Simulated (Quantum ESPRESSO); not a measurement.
Cu: phonons at L under several settings

```
CELL_PARAMETERS angstrom
0.00000 1.80750 1.80750
1.80750 0.00000 1.80750
1.80750 1.80750 0.00000
ATOMIC_POSITIONS crystal
Cu 0.00000 0.00000 0.00000
```

All runs used Quantum ESPRESSO 7.5; potentials Ansatz NC SR PBE; k mesh 9 × 9 × 9; no spin polarisation; cutoff 1252 eV; occupations cold, width 0.2 eV.

```csv
level,geometry,volume (Å³/atom),pressure (GPa),frequencies (cm⁻¹)
PBE,relaxed at -3 GPa,12.21,-2.9,134 134 375
PBE,relaxed at 0 GPa,11.95,0.0,134 134 376
PBE,relaxed at 3 GPa,11.72,3.0,133 133 375
PBE,relaxed at 8 GPa,?,8.0,?
PBE,relaxed at 15 GPa,10.98,15.0,123 123 368
```

**Question.** What stands in the row left open?

**Answer.** Volume 11.38 Å³/atom; frequencies 131 131 373 cm⁻¹.

Caveats: the mesh is thin for the phonons of a metal; the q point doesn't lie on the k mesh, which can shift a metal's frequencies strongly unless the mesh is converged; the cell is more than 3 GPa from zero pressure, which shifts response properties (some runs).

For the row left open. Caveat: the k mesh is coarse; the mesh is thin for the phonons of a metal; the cell is more than 3 GPa from zero pressure, which shifts response properties; the q point doesn't lie on the k mesh, which can shift a metal's frequencies strongly unless the mesh is converged.
